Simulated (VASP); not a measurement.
Ge:

```xyz
2
Lattice="0.0000 2.8289 2.8289 2.8289 0.0000 2.8289 2.8289 2.8289 0.0000" Properties=species:S:1:pos:R:3 pbc="T T T"
Ge    4.2434    4.2434    4.2434
Ge    2.8289    2.8289    2.8289
```

```yaml
Program: VASP 6.6.1
Task: relaxation of cell and atoms
Functional: PBE
Potentials_or_basis: VASP PAW PBE potentials, release 64 (Ge_h)
Cutoff: 980 eV
k_mesh: 8 × 8 × 8
Occupations: fermi-dirac, width 0.05 eV
Spin: no spin polarisation
```

At the start: pressure 3.8 GPa; volume 22.64 Å³/atom.

Task: Where does the relaxation end?

Result: Over 3 steps the energy falls by 14.7 meV/atom and the volume is 23.94 Å³/atom (+5.8 %); space group Fd-3m (No. 227, to 0.05 Å).

Step by step:
| step | energy change (eV) | largest force (eV/Å) | pressure (GPa) | volume (Å³) |
| --- | --- | --- | --- | --- |
| 1 | 0.0000 | 0.0000 | 3.76 | 45.28 |
| 2 | -0.0260 | 0.0000 | -1.23 | 48.85 |
| 3 | -0.0293 | 0.0000 | 0.01 | 47.88 |

Final structure:
```yaml
crystal:
  lattice:
    - [0.00000, 2.88215, 2.88215]
    - [2.88215, 0.00000, 2.88215]
    - [2.88215, 2.88215, 0.00000]
  atoms:
    - { symbol: Ge, position: [0.75000, 0.75000, 0.75000] }
    - { symbol: Ge, position: [0.50000, 0.50000, 0.50000] }
```

The cell as given is a measured one (22.64 Å³/atom); PBE puts the equilibrium volume +5.8 % from it, thermal expansion not counted.
